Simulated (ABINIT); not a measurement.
# Ru (P6_3/mmc) in ABINIT: equation of state

How stiff is Ru in PBE, and what volume does it want? The cell is scaled to several volumes.

Everything below comes from runs of ABINIT 10.8.3 (patched build). Logs are shortened: lines on timing, memory, paths and dates and some standing lists are left out, and cuts for length are marked. The log counts tension as positive stress, the text compression.

## Step 1: Starting point

The structure is hexagonal, space group P6_3/mmc (No. 194). Conventional cell: a = 2.706 Å, b = 2.706 Å, c = 4.282 Å, α = 90.00°, β = 90.00°, γ = 120.00°. Ru (site symmetry -6m2) has 12 Ru at 2.65 to 2.71 Å as nearest neighbours.

## Step 2: Equation of state, PBE

File run.abi:

```
# Datasets: one volume each
ndtset 7
getwfk -1
scalecart1 3*0.9795861087
scalecart2 3*0.9864848297
scalecart3 3*0.9932883884
scalecart4 3*1.0000000000
scalecart5 3*1.0066227096
scalecart6 3*1.0131594038
scalecart7 3*1.0196128224

# Pseudopotentials
pp_dirpath "./"
pseudos "Ru.GGA_PBE-JTH.xml"

# Structure
acell 5.113220948 5.1132209481 8.091618293
rprim
     1.0000000000     0.0000000000     0.0000000000
    -0.5000000000     0.8660254038     0.0000000000
     0.0000000000     0.0000000000     1.0000000000
ntypat 1
znucl 44
natom 2
typat 1 1
xred
     0.6666666667     0.3333333333     0.7500000000
     0.3333333333     0.6666666667     0.2500000000

# Plane-wave basis
ecut 15.0
pawecutdg 30.0

# k points
kptopt 1
ngkpt 11 11 6
nshiftk 1
shiftk 0.0 0.0 0.0

# Exchange and correlation
ixc 11

# Bands and occupations
nband 20
occopt 3
tsmear 0.00183747

# SCF cycle
nstep 100
tolvrs 1.0e-9

# Output
iomode 3
prtwf 1
prtden 0
prteig 0
prtebands 0
enunit 2
```

Potentials or basis: JTH PAW PBE v2.0.

Run with:

```bash
abinit run.abi > log 2>&1
```

run.abo:

```text
.Version 10.8.3 of ABINIT
 DATASET    1 : space group P6_3/m m c (#194); Bravais hP (primitive hexag.)
================================================================================
 Values of the parameters that define the memory need for DATASET  1.
     intxc =       0    ionmov =       0      iscf =      17    lmnmax =      18
     lnmax =       6     mgfft =      30  mpssoang =       3    mqgrid =    3001
     natom =       2  nloc_mem =       2    nspden =       1   nspinor =       1
    nsppol =       1      nsym =      24    n1xccc =       1    ntypat =       1
    occopt =       3   xclevel =       2
       mpw =         492          nfft =        9720          nkpt =          64
 PAW method is used; the additional fine FFT grid is defined by:
   mgfftf=        40    nfftf =     29160
================================================================================
================================================================================
[... 71 lines left out ...]
 DATASET    7 : space group P6_3/m m c (#194); Bravais hP (primitive hexag.)
================================================================================
 Values of the parameters that define the memory need for DATASET  7.
     intxc =       0    ionmov =       0      iscf =      17    lmnmax =      18
     lnmax =       6     mgfft =      30  mpssoang =       3    mqgrid =    3001
     natom =       2  nloc_mem =       2    nspden =       1   nspinor =       1
    nsppol =       1      nsym =      24    n1xccc =       1    ntypat =       1
    occopt =       3   xclevel =       2
       mpw =         557          nfft =       12000          nkpt =          64
 PAW method is used; the additional fine FFT grid is defined by:
   mgfftf=        45    nfftf =     32805
================================================================================
================================================================================

--------------------------------------------------------------------------------
------------- Echo of variables that govern the present computation ------------
--------------------------------------------------------------------------------
 -outvars: echo values of preprocessed input variables --------
            acell      5.1132209480E+00  5.1132209481E+00  8.0916182930E+00 Bohr
              amu      1.01070000E+02
             ecut      1.50000000E+01 Hartree
           enunit           2
           getwfk          -1
                       outvar_i_n : Printing only first  50 k-points.
              ixc          11
           jdtset        1    2    3    4    5    6    7
                       outvar_i_n : Printing only first  50 k-points.
         kptrlatt       11    0    0      0   11    0      0    0    6
          kptrlen1     4.75586213E+01
          kptrlen2     4.78935522E+01
          kptrlen3     4.82238630E+01
          kptrlen4     4.85497098E+01
          kptrlen5     4.88712404E+01
          kptrlen6     4.91885950E+01
[... 81 lines left out ...]
                      -3.3772462698E-11  2.9909676233E+00  2.0495247914E+00
            xcart7     2.6067528212E+00  1.5050094431E+00  6.1877383241E+00
                      -3.3987118574E-11  3.0100188861E+00  2.0625794414E+00
             xred      6.6666666667E-01  3.3333333333E-01  7.5000000000E-01
                       3.3333333333E-01  6.6666666667E-01  2.5000000000E-01
            znucl       44.00000

================================================================================

 chkinp: Checking input parameters for consistency, jdtset=   1.

 chkinp: Checking input parameters for consistency, jdtset=   2.
[... 40 lines left out ...]
 getcut: wavevector=  0.0000  0.0000  0.0000  ngfft=  27  27  40
         ecut(hartree)=     30.000   => boxcut(ratio)=   2.04671

--- Pseudopotential description ------------------------------------------------
- pspini: atom type   1  psp file is ./Ru.GGA_PBE-JTH.xml
 Pseudopotential format is: paw10
 basis_size (lnmax)=  6 (lmn_size= 18), orbitals=   0   0   1   1   2   2
 Spheres core radius: rc_sph= 2.21046734
 Shapefunction is SIN type: shapef(r)=[sin(pi*r/rshp)/(pi*r/rshp)]**2
 Radius for shape functions =  2.00219127
 Compensation charge density is not taken into account in XC energy/potential

   2.05817936E+03                                ecore*ucvol(ha*bohr**3)
--------------------------------------------------------------------------------

[... 1320 lines left out ...]
-Cartesian components of stress tensor (GPa)         [Pressure= -1.2469E+01 GPa]
- sigma(1 1)=  1.21026607E+01  sigma(3 2)=  0.00000000E+00
- sigma(2 2)=  1.21026605E+01  sigma(3 1)=  0.00000000E+00
- sigma(3 3)=  1.32027232E+01  sigma(2 1)=  1.82653141E-08

== END DATASET(S) ==============================================================
================================================================================

 -outvars: echo values of variables after computation  --------
            acell      5.1132209480E+00  5.1132209481E+00  8.0916182930E+00 Bohr
           etotal1    -1.9137987858E+02
           etotal2    -1.9138282462E+02
           etotal3    -1.9138473242E+02
           etotal4    -1.9138570695E+02
           etotal5    -1.9138586980E+02
           etotal6    -1.9138528497E+02
           etotal7    -1.9138404993E+02
            fcart1     1.0751571659E-28 -1.8622268374E-28 -0.0000000000E+00
                      -1.0751571659E-28  1.8622268374E-28 -0.0000000000E+00
            fcart2    -0.0000000000E+00 -0.0000000000E+00 -0.0000000000E+00
                      -0.0000000000E+00 -0.0000000000E+00 -0.0000000000E+00
            fcart3     1.0603255175E-28  6.1217922293E-29 -0.0000000000E+00
                      -1.0603255175E-28 -6.1217922293E-29 -0.0000000000E+00
            fcart4     1.0532090244E-28 -1.8242115412E-28 -0.0000000000E+00
                      -1.0532090244E-28  1.8242115412E-28 -0.0000000000E+00
            fcart5    -3.1388394511E-28 -1.8122098020E-28 -0.0000000000E+00
                       3.1388394511E-28  1.8122098020E-28 -0.0000000000E+00
[... 38 lines left out ...]
                       0.0000000000E+00  0.0000000000E+00  6.2082540596E-13
           xangst1     1.3252820455E+00  7.6515194578E-01  3.1458673170E+00
                      -1.7279248898E-11  1.5303038916E+00  1.0486224390E+00
           xangst2     1.3346153252E+00  7.7054051729E-01  3.1680220421E+00
                      -1.7400786459E-11  1.5410810346E+00  1.0560073474E+00
           xangst3     1.3438198597E+00  7.7585475780E-01  3.1898711605E+00
                      -1.7520835642E-11  1.5517095156E+00  1.0632903868E+00
           xangst4     1.3528999991E+00  7.8109717868E-01  3.2114249978E+00
                      -1.7639239780E-11  1.5621943574E+00  1.0704749993E+00
           xangst5     1.3618598629E+00  7.8627015847E-01  3.2326933330E+00
                      -1.7755920539E-11  1.5725403169E+00  1.0775644443E+00
           xangst6     1.3707033565E+00  7.9137595187E-01  3.2536854361E+00
                      -1.7871617604E-11  1.5827519037E+00  1.0845618120E+00
           xangst7     1.3794341865E+00  7.9641669893E-01  3.2744101059E+00
                      -1.7985208601E-11  1.5928333979E+00  1.0914700353E+00
             xred      6.6666666667E-01  3.3333333333E-01  7.5000000000E-01
                       3.3333333333E-01  6.6666666667E-01  2.5000000000E-01
 Calculation completed.
```

Wall time 1.9 min (1 thread of Arm Neoverse V2, shared host); peak memory 0.14 GiB.

Results:

* Equilibrium volume: 13.76 Å³/atom
* Bulk modulus at fixed shape and positions: 310 GPa
* Pressure derivative of the bulk modulus: 4.8

Energy against volume, from the lowest point:
```csv
volume (Å³/atom),energy (meV/atom)
12.760,81.51
13.032,41.43
13.303,15.47
13.575,2.22
13.846,0.00
14.118,7.96
14.389,24.76
```

Caveat: pressures at fixed basis lie under the slope of the energies; the cell was scaled at fixed shape and fractional positions, which overstates the stiffness of a crystal with free parameters, most of all of layers and chains.
